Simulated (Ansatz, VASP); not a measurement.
**Sr in VASP and in Ansatz**

The input INCAR:

```
PREC = Accurate
ENCUT = 520
EDIFF = 1E-6
ISMEAR = -1
SIGMA = 0.08
LREAL = F
LASPH = T
NELM = 80
ALGO = Normal
ISIF = 2
LWAVE = F
LCHARG = T
GGA = PE
LELF = T
LVHAR = T
NBANDS = 17
```

The input KPOINTS:

```
Automatic mesh
0
Gamma
  11 11 6
```

POSCAR

```
Sr
1.0
    4.3258072930      0.0000000000      0.0000000000
   -2.1629036465      3.7462590076      0.0000000000
    0.0000000000      0.0000000000      7.0907807681
Sr
2
Direct
    0.3333333333      0.6666666667      0.2500000000
    0.6666666667      0.3333333333      0.7500000000
```

Input for Ansatz:

```yaml
crystal:
  lattice:
    - [4.325807293, 0.0, 0.0]
    - [-2.1629036465, 3.7462590076, 0.0]
    - [0.0, 0.0, 7.0907807681]
  atoms:
    - { symbol: Sr, position: [0.3333333333, 0.6666666667, 0.25] }
    - { symbol: Sr, position: [0.6666666667, 0.3333333333, 0.75] }
kpoints:
  mp_grid: { grid: [11, 11, 6] }
scf:
  occupations: { method: fermi_dirac, width: 0.08 }
hamiltonian:
  xc: pbe
  pseudopotentials: { kind: all_electron, lapw: { basis_error: 0.001 } }
output:
  forces: true
  stress: true
  eigenvalues: true
```

Change from the starting cell: volume scaled by 1.04.

Alike in both runs: task single point; functional PBE; k mesh 11 × 11 × 6; occupations fermi-dirac, width 0.08 eV; no spin polarisation.

```csv
,VASP,Ansatz
version,VASP 6.6.1,Ansatz 0.2.0
potentials or method,"VASP PAW PBE potentials, release 64 (Sr_sv)","all-electron LAPW, scalar-relativistic"
plane-wave cutoff (eV),520,see its input
```

```tsv
	VASP	Ansatz	Ansatz less VASP
pressure (GPa)	-0.4	-0.4	0.00
```

Ansatz ran all-electron here, so the differences hold the error of VASP's frozen core and of both bases.
